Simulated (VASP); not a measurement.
# Ni (Fm-3m) in VASP: band structure with PBE

Aim: the band structure of Ni with PBE.

All numbers are computed with VASP 6.6.1; they aren't measurements. Logs are shortened: lines on timing, memory, paths and dates and some standing lists are left out, and cuts for length are marked.

### 1 The crystal as given

It takes space group Fm-3m (No. 225, cubic). The conventional cell has a = 3.518 Å, b = 3.518 Å, c = 3.518 Å, α = 90.00°, β = 90.00°, γ = 90.00°. Around Ni (site symmetry m-3m) lie 12 Ni at 2.49 Å.

### 2 Band structure, PBE, collinear spin, ferromagnetic start

POSCAR reads:

```
Ni                                      
1.0
    0.0000000000      1.7590701493      1.7590701493
    1.7590701493      0.0000000000      1.7590701493
    1.7590701493      1.7590701493      0.0000000000
  Ni            
     1
Direct
     0.0000000000000000    0.0000000000000000    0.0000000000000000
```

INCAR.step1 reads:

```
SYSTEM = Ni
  PREC = Accurate
  ENCUT = 520
  EDIFF = 1E-7
  ISMEAR = 0
  SIGMA = 0.1
  LREAL = .False.
  LASPH = .True.
  NELM = 120
  ALGO = Normal
  ISIF = 2
  LWAVE = .False.
  LCHARG = .True.
  ISPIN = 2
  MAGMOM = 0.8
  LORBIT = 11
  LMAXMIX = 4
  GGA = PE
```

KPOINTS.step1 reads:

```
regular mesh
0
Gamma
  20 20 20
  0 0 0
```

INCAR.step2 reads:

```
SYSTEM = Ni
  PREC = Accurate
  ENCUT = 520
  EDIFF = 1E-7
  ISMEAR = 0
  SIGMA = 0.05
  LREAL = .False.
  LASPH = .True.
  NELM = 120
  ALGO = Normal
  ISIF = 2
  LWAVE = .False.
  LCHARG = .False.
  ISPIN = 2
  MAGMOM = 0.8
  LORBIT = 11
  LMAXMIX = 4
  GGA = PE
  ICHARG = 11
```

KPOINTS.step2 reads:

```
path GXWKGLUWLK,UX
20
line-mode
reciprocal
 0.0000000000  0.0000000000  0.0000000000  G
 0.5000000000  0.0000000000  0.5000000000  X

 0.5000000000  0.0000000000  0.5000000000  X
 0.5000000000  0.2500000000  0.7500000000  W

 0.5000000000  0.2500000000  0.7500000000  W
 0.3750000000  0.3750000000  0.7500000000  K

 0.3750000000  0.3750000000  0.7500000000  K
 0.0000000000  0.0000000000  0.0000000000  G

 0.0000000000  0.0000000000  0.0000000000  G
 0.5000000000  0.5000000000  0.5000000000  L

 0.5000000000  0.5000000000  0.5000000000  L
 0.6250000000  0.2500000000  0.6250000000  U

 0.6250000000  0.2500000000  0.6250000000  U
 0.5000000000  0.2500000000  0.7500000000  W

 0.5000000000  0.2500000000  0.7500000000  W
 0.5000000000  0.5000000000  0.5000000000  L

 0.5000000000  0.5000000000  0.5000000000  L
 0.3750000000  0.3750000000  0.7500000000  K

 0.6250000000  0.2500000000  0.6250000000  U
 0.5000000000  0.0000000000  0.5000000000  X
```

Potentials or basis: VASP PAW PBE potentials, release 64 (Ni).

On the command line:

```bash
> cat potpaw_PBE.64/Ni/POTCAR > POTCAR
> cp INCAR.step1 INCAR
> cp KPOINTS.step1 KPOINTS
> mpirun -np 1 vasp_std > vasp.out
> cp INCAR.step2 INCAR
> cp KPOINTS.step2 KPOINTS
> mpirun -np 1 vasp_std > vasp.out
```

OUTCAR:

```text
SYSTEM = Ni
   PREC = Accurate
   ENCUT = 520
   EDIFF = 1E-7
   ISMEAR = 0
   LREAL = .False.
   LASPH = .True.
   NELM = 120
   ISIF = 2
   ISPIN = 2
   LORBIT = 11
   GGA = PE
   ICHARG = 11

 ion  position               nearest neighbor table
   1  0.000  0.000  0.000-

  LATTYP: Found a face centered cubic cell.
 ALAT       =     3.5181402986

  Lattice vectors:

 A1 = (   0.0000000000,   1.7590701493,   1.7590701493)
 A2 = (   1.7590701493,   0.0000000000,   1.7590701493)
 A3 = (   1.7590701493,   1.7590701493,   0.0000000000)

Analysis of symmetry for initial positions (statically):
=====================================================================
 Subroutine PRICEL returns:
 Original cell was already a primitive cell.

 Routine SETGRP: Setting up the symmetry group for a
 face centered cubic supercell.

 Subroutine GETGRP returns: Found 48 space group operations
 (whereof 48 operations were pure point group operations)
 out of a pool of 48 trial point group operations.

The static configuration has the point symmetry O_h .

Analysis of symmetry for dynamics (positions and initial velocities):
=====================================================================
 Subroutine PRICEL returns:
 Original cell was already a primitive cell.

 Routine SETGRP: Setting up the symmetry group for a
 face centered cubic supercell.

 Subroutine GETGRP returns: Found 48 space group operations
 (whereof 48 operations were pure point group operations)
 out of a pool of 48 trial point group operations.

The dynamic configuration has the point symmetry O_h .

Analysis of structural, dynamic, and magnetic symmetry:
=====================================================================
 Subroutine PRICEL returns:
 Original cell was already a primitive cell.

 Routine SETGRP: Setting up the symmetry group for a
 face centered cubic supercell.

 Subroutine GETGRP returns: Found 48 space group operations
 (whereof 48 operations were pure point group operations)
 out of a pool of 48 trial point group operations.

The overall configuration has the point symmetry O_h .

 Subroutine INISYM returns: Found 48 space group operations
 (whereof 48 operations are pure point group operations),
 and found     1 'primitive' translations

----------------------------------------------------------------------------------------

                                     Primitive cell

  volume of cell :      10.8863

  direct lattice vectors                    reciprocal lattice vectors
     0.000000000  1.759070149  1.759070149    -0.284241081  0.284241081  0.284241081
     1.759070149  0.000000000  1.759070149     0.284241081 -0.284241081  0.284241081
     1.759070149  1.759070149  0.000000000     0.284241081  0.284241081 -0.284241081

  length of vectors
     2.487700862  2.487700862  2.487700862     0.492319993  0.492319993  0.492319993

  position of ions in fractional coordinates (direct lattice)
     0.000000000  0.000000000  0.000000000

  ion indices of the primitive-cell ions
   primitive index   ion index
                 1           1

----------------------------------------------------------------------------------------

 KPOINTS: path GXWKGLUWLK,UX

Interpolating k-points between supplied coordinates.

 Line segments in fractional coordinates (reciprocal lattice):
    0.000000  0.000000  0.000000  ...  0.500000  0.000000  0.500000
    0.500000  0.000000  0.500000  ...  0.500000  0.250000  0.750000
    0.500000  0.250000  0.750000  ...  0.375000  0.375000  0.750000
    0.375000  0.375000  0.750000  ...  0.000000  0.000000  0.000000
    0.000000  0.000000  0.000000  ...  0.500000  0.500000  0.500000
    0.500000  0.500000  0.500000  ...  0.625000  0.250000  0.625000
    0.625000  0.250000  0.625000  ...  0.500000  0.250000  0.750000
    0.500000  0.250000  0.750000  ...  0.500000  0.500000  0.500000
    0.500000  0.500000  0.500000  ...  0.375000  0.375000  0.750000
    0.625000  0.250000  0.625000  ...  0.500000  0.000000  0.500000

 Generated    20 points on each line segment, for a total of    200 k-points:

 Following reciprocal coordinates:
            Coordinates               Weight
  0.000000  0.000000  0.000000      0.005000
  0.026316  0.000000  0.026316      0.005000
  0.052632  0.000000  0.052632      0.005000
  0.078947  0.000000  0.078947      0.005000
  0.105263  0.000000  0.105263      0.005000
  0.131579  0.000000  0.131579      0.005000
[... 16 lines left out ...]
  0.500000  0.026316  0.526316      0.005000
  0.500000  0.039474  0.539474      0.005000
 [... further k-points ...]
   k-points           NKPTS =    200   k-points in BZ     NKDIM =    200   number of bands    NBANDS=      9
   number of dos      NEDOS =    301   number of ions     NIONS =      1
   total plane-waves  NPLWV =   8000
   dimension x,y,z NGX =    20 NGY =   20 NGZ =   20
   dimension x,y,z NGXF=    40 NGYF=   40 NGZF=   40
   ions per type =               1
   NGX,Y,Z   is equivalent  to a cutoff of  13.37, 13.37, 13.37 a.u.
   NGXF,Y,Z  is equivalent  to a cutoff of  26.73, 26.73, 26.73 a.u.
 SYSTEM =  Ni
   PREC   = accura    normal or accurate (medium, high low for compatibility)
   ISTART =      0    job   : 0-new  1-cont  2-samecut
   ICHARG =     11    charge: 1-file 2-atom 10-const
   ISPIN  =      2    spin polarized calculation?
   LNONCOLLINEAR =      F non collinear calculations
   LSORBIT =      F    spin-orbit coupling
   LASPH  =      T    aspherical Exc in radial PAW
   ENCUT  =  520.0 eV  38.22 Ry    6.18 a.u.   4.63  4.63  4.63*2*pi/ulx,y,z
   NELM   =    120;   NELMIN=  2; NELMDL=  0     # of ELM steps
   EDIFF  = 0.1E-06   stopping-criterion for ELM
   LREAL  =      F    real-space projection
   EDIFFG = 0.1E-05   stopping-criterion for IOM
   NSW    =      0    number of steps for IOM
   IBRION =     -1    ionic relax: 0-MD 1-quasi-New 2-CG
   NFREE  =      0    steps in history (QN), initial steepest desc. (CG)
   ISIF   =      2    stress and relaxation
   ISYM   =      2    0-nonsym 1-usesym 2-fastsym
   POTIM  = 0.5000    time-step for ionic-motion
   TEBEG  =    0.0;   TEEND  =   0.0 temperature during run
   PSTRESS=    0.0 pullay stress
   NELECT =      10.0000    total number of electrons
   NUPDOWN=      -1.0000    fix difference up-down
   EMIN   =  10.00;   EMAX   =-10.00  energy-range for DOS
   EFERMI =   0.00;   METHOD = LEGACY
   ISMEAR =     0;   SIGMA  =   0.05  broadening in eV -4-tet -1-fermi 0-gaus
   EFERMI_NEDOS =   21; number of points for ismear=-14 and -15
   IALGO  =     38    algorithm
   IMIX   =      4    mixing-type and parameters
     AMIX     =   0.40;   BMIX     =  1.00
     AMIX_MAG =   1.60;   BMIX_MAG =  1.00
  volume/ion in A,a.u.               =      10.89        73.46
  Fermi-wavevector in a.u.,A,eV,Ry     =   1.591409  3.007326 34.457857  2.532581
  Thomas-Fermi vector in A             =   2.689953
   LORBIT       =     11    0 simple, 1 ext, 2 COOP (PROOUT), +10 PAW based schemes
   GGA     = PE    functional components
   LHFCALC =     F    Hartree Fock is set to
   AEXX    =    0.0000 exact exchange contribution
   IVDW    =     0    specifies the selected vdW correction
   LEPSILON=     F    determine dielectric tensor
   LRPA    =     F    only Hartree local field effects (RPA)
 spin polarized calculation
 Gauss-broadening in eV      SIGMA  =   0.05
  energy-cutoff  :      520.00
  volume of cell :       10.89
 maximum number of plane-waves:       304
 NGX is ok and might be reduce to    20

 number of electron      10.0000009 magnetization       0.6283749

 Free energy of the ion-electron system (eV)
  ---------------------------------------------------
  ext. energy  EPLUGINS =         0.00000000
  ---------------------------------------------------
  free energy    TOTEN  =        -4.68577942 eV

  energy without entropy =       -4.68206856  energy(sigma->0) =       -4.68392399

 E-fermi :   9.5283     XC(G=0): -13.2522

 val. band max:        9.5269634040   @ k =   0.4013   0.3487   0.7500
 cond. band min:       9.5405503580   @ k =   0.5263   0.0526   0.5263
 fundamental gap:      0.0135869540
 Fermi energy:         9.5282774215

 spin component 1

 k-point     1 :       0.0000    0.0000    0.0000
  band No.  band energies     occupation
      1       0.3625      1.00000
      2       6.9312      1.00000
      3       6.9312      1.00000
      4       6.9312      1.00000
      5       8.1091      1.00000
      6       8.1091      1.00000
      7      33.0880      0.00000
      8      36.9436      0.00000
      9      36.9436      0.00000

 k-point     2 :       0.0263    0.0000    0.0263
  band No.  band energies     occupation
      1       0.3987      1.00000
      2       6.9181      1.00000
      3       6.9413      1.00000
      4       6.9413      1.00000
      5       8.0971      1.00000
      6       8.1138      1.00000
      7      33.0041      0.00000
      8      36.5744      0.00000
      9      36.5824      0.00000
[... 253 lines left out ...]
 k-point    24 :       0.5000    0.0395    0.5395
  band No.  band energies     occupation
      1       4.7659      1.00000
      2       5.1996      1.00000
      3       8.7041      1.00000
      4       8.7815      1.00000
      5       8.8883      1.00000
      6      12.0685      0.00000
      7      18.6014      0.00000
      8      23.6908      0.00000
      9      23.8965      0.00000

 [... further k-points ...]

 spin component 2

 k-point     1 :       0.0000    0.0000    0.0000
  band No.  band energies     occupation
      1       0.3265      1.00000
      2       7.6888      1.00000
      3       7.6888      1.00000
      4       7.6888      1.00000
      5       8.6955      1.00000
      6       8.6955      1.00000
      7      32.9233      0.00000
      8      36.9235      0.00000
      9      36.9235      0.00000

 k-point     2 :       0.0263    0.0000    0.0263
  band No.  band energies     occupation
      1       0.3627      1.00000
      2       7.6746      1.00000
      3       7.6992      1.00000
      4       7.6992      1.00000
      5       8.6827      1.00000
      6       8.7003      1.00000
      7      32.8481      0.00000
      8      36.5751      0.00000
      9      36.6027      0.00000
[... 253 lines left out ...]
 k-point    24 :       0.5000    0.0395    0.5395
  band No.  band energies     occupation
      1       5.1114      1.00000
      2       5.8187      1.00000
      3       9.3913      0.99995
      4       9.5047      0.74764
      5       9.7570      0.00000
      6      12.0938      0.00000
      7      18.8411      0.00000
      8      23.7251      0.00000
      9      23.9131      0.00000

 [... further k-points ...]
[... 5 lines left out ...]
  --------------------------------------------------------------------------------------
  -------------------------------------------------------------------------------------
  Total       14.5423445     14.5423445     14.5423445      0.0000000      0.0000000      0.0000000
  in kB     2140.2550973   2140.2550973   2140.2550973      0.0000000      0.0000000      0.0000000
  external PRESSURE =    2140.2550973 kB  Pullay stress =       0.0000000 kB

 VOLUME and BASIS-vectors are now :
 -----------------------------------------------------------------------------
  energy-cutoff  :      520.00
  volume of cell :       10.89
      direct lattice vectors                 reciprocal lattice vectors
     0.000000000  1.759070149  1.759070149    -0.284241081  0.284241081  0.284241081
     1.759070149  0.000000000  1.759070149     0.284241081 -0.284241081  0.284241081
     1.759070149  1.759070149  0.000000000     0.284241081  0.284241081 -0.284241081

 POSITION                                       TOTAL-FORCE (eV/Angst)
 -----------------------------------------------------------------------------------
      0.00000      0.00000      0.00000         0.000000      0.000000      0.000000
 -----------------------------------------------------------------------------------
    total drift:                                0.000000      0.000000      0.000000

  FREE ENERGIE OF THE ION-ELECTRON SYSTEM (eV)
  ---------------------------------------------------
  free  energy   TOTEN  =        -4.6857794190 eV

  energy  without entropy=       -4.6820685629  energy(sigma->0) =       -4.68392399

 total charge

# of ion       s       p       d       tot
------------------------------------------
    1        0.370   0.441   8.550   9.361

 magnetization (x)

# of ion       s       p       d       tot
------------------------------------------
    1       -0.006  -0.029   0.592   0.557
```

It took 47 s on 1 thread of Intel Xeon Platinum 8488C (Sapphire Rapids), shared host; peak memory 0.16 GiB.

What came out:

- Band gap along the path: none (metal or under the smearing width)
- Net moment: 0.63 μB per cell

Levels at the corners of the path, in eV from the Fermi level:
Spin up:
```csv
point,band 3,band 4,band 5,band 6,band 7,band 8
Γ,-2.44,-2.44,-1.26,-1.26,23.72,27.57
X,-0.55,-0.48,-0.48,2.45,9.21,14.82
X,-0.55,-0.48,-0.48,2.45,9.21,14.82
W,-3.07,-1.33,-0.48,7.73,7.73,9.96
W,-3.07,-1.33,-0.48,7.73,7.73,9.96
K,-2.12,-1.10,-0.73,5.71,7.28,9.94
K,-2.12,-1.10,-0.73,5.71,7.28,9.94
Γ,-2.44,-2.44,-1.26,-1.26,23.72,27.57
Γ,-2.44,-2.44,-1.26,-1.26,23.72,27.57
L,-2.42,-0.61,-0.61,-0.29,5.65,22.21
L,-2.42,-0.61,-0.61,-0.29,5.65,22.21
U,-2.12,-1.10,-0.73,5.71,7.28,9.94
U,-2.12,-1.10,-0.73,5.71,7.28,9.94
W,-3.07,-1.33,-0.48,7.73,7.73,9.96
W,-3.07,-1.33,-0.48,7.73,7.73,9.96
L,-2.42,-0.61,-0.61,-0.29,5.65,22.21
L,-2.42,-0.61,-0.61,-0.29,5.65,22.21
K,-2.12,-1.10,-0.73,5.71,7.28,9.94
U,-2.12,-1.10,-0.73,5.71,7.28,9.94
X,-0.55,-0.48,-0.48,2.45,9.21,14.82
```
Spin down:
```
point  band 2  band 3  band 4  band 5  band 6  band 7
    Γ   -1.68   -1.68   -1.68   -0.67   -0.67   23.55
    X   -3.58    0.06    0.39    0.39    2.40    9.45
    X   -3.58    0.06    0.39    0.39    2.40    9.45
    W   -2.46   -2.46   -0.77    0.39    7.90    7.90
    W   -2.46   -2.46   -0.77    0.39    7.90    7.90
    K   -3.17   -1.49   -0.52    0.12    5.92    7.46
    K   -3.17   -1.49   -0.52    0.12    5.92    7.46
    Γ   -1.68   -1.68   -1.68   -0.67   -0.67   23.55
    Γ   -1.68   -1.68   -1.68   -0.67   -0.67   23.55
    L   -1.80   -1.80   -0.36    0.15    0.15    6.08
    L   -1.80   -1.80   -0.36    0.15    0.15    6.08
    U   -3.17   -1.49   -0.52    0.12    5.92    7.46
    U   -3.17   -1.49   -0.52    0.12    5.92    7.46
    W   -2.46   -2.46   -0.77    0.39    7.90    7.90
    W   -2.46   -2.46   -0.77    0.39    7.90    7.90
    L   -1.80   -1.80   -0.36    0.15    0.15    6.08
    L   -1.80   -1.80   -0.36    0.15    0.15    6.08
    K   -3.17   -1.49   -0.52    0.12    5.92    7.46
    U   -3.17   -1.49   -0.52    0.12    5.92    7.46
    X   -3.58    0.06    0.39    0.39    2.40    9.45
```

Caveat: the log is that of the step along the path at fixed density, whose energy, stress, charges and moments have no meaning.
